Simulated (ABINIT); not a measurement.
Here is an ABINIT 10.8.3 (patched build) calculation.

run.abi

```
# Pseudopotentials
pp_dirpath "./"
pseudos "16_S_6_1.8_1.9_pbe_n_v1.0.psp8, 12_Mg_10_1.9_2.0_pbe_v1.0.psp8"

# Structure
acell 4.006636794 4.006636794 4.006636794 Angstrom
rprim
     0.0000000000     0.7071067812     0.7071067812
     0.7071067812     0.0000000000     0.7071067812
     0.7071067812     0.7071067812     0.0000000000
ntypat 2
znucl 16 12
natom 2
typat 1 2
xred
     0.2500000000     0.2500000000     0.2500000000
     0.0000000000     0.0000000000     0.0000000000

# Plane-wave basis
ecut 26.0

# k points
kptopt 1
ngkpt 6 6 6
nshiftk 1
shiftk 0.0 0.0 0.0

# Exchange and correlation
ixc 41

# Bands and occupations
nband 10
occopt 1

# SCF cycle
nstep 60
diemac 6.0
toldfe 1.0e-7

# Output
iomode 3
prtwf 0
prtden 0
prteig 0
prtebands 0
enunit 1
```

Potentials or basis: SPMS NC PBE v1.0.

Command:

```bash
$ mpirun --bind-to none -np 8 abinit run.abi > log 2>&1
```

(1) Estimate the pressure.

(2) Estimate the band gap on the k mesh.

Results:

(1) -0.1 GPa.

(2) 5.20 eV, direct.

Caveat: the potentials were made for another functional, which shifts forces and pressure.
